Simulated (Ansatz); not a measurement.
## MnS under changes of volume

One of the cells (17.667 Å³/atom); the others are scaled copies at fixed shape and fractional positions:

```
CELL_PARAMETERS angstrom
0.00000 2.60450 2.60450
2.60450 0.00000 2.60450
2.60450 2.60450 0.00000
ATOMIC_POSITIONS crystal
Mn 0.00000 0.00000 0.00000
S 0.50000 0.50000 0.50000
```

* Program: Ansatz 0.2.0
* Functional: PBEsol
* Potentials or basis: all-electron LAPW, scalar-relativistic
* Cutoff: 217 eV (chosen from the basis error)
* Basis error allowed: 0.001 eV/atom
* k mesh: 9 × 9 × 9
* Occupations: fermi-dirac, width 0.05 eV
* Spin: collinear spin, ferromagnetic start
* Starting moments: [4.0, 0.0] μB

```csv
volume (Å³/atom),energy over the lowest point (meV/atom),pressure (GPa),moment (μB per cell)
16.607,0.00,-4.8,4.50
16.961,11.13,-5.5,4.58
17.314,23.99,-6.4,4.64
17.667,38.86,-7.3,4.69
18.021,55.67,-8.1,4.73
18.374,?,?,?
18.727,94.16,-9.5,4.81
```

What does the run at 18.374 Å³/atom give?

Energy over the lowest point 74.16 meV/atom; pressure -8.8 GPa; moment 4.77 μB per cell.

Worked out: A Birch-Murnaghan fit of order 3 (a polynomial in V^(-2/3)) to the other rows has no minimum within the range. It gives 74.06 meV/atom at 18.374 Å³/atom, against the run's 74.16, and -dE/dV = -8.8 GPa, against -8.8. A parabola through the other rows of the moment, of slope 0.0996 μB per Å³/atom there, gives 4.78 μB, against the run's 4.77.

Energies are extrapolated to zero smearing.

Caveats: a cell with one magnetic atom can't hold antiferromagnetic order, which such compounds often take.
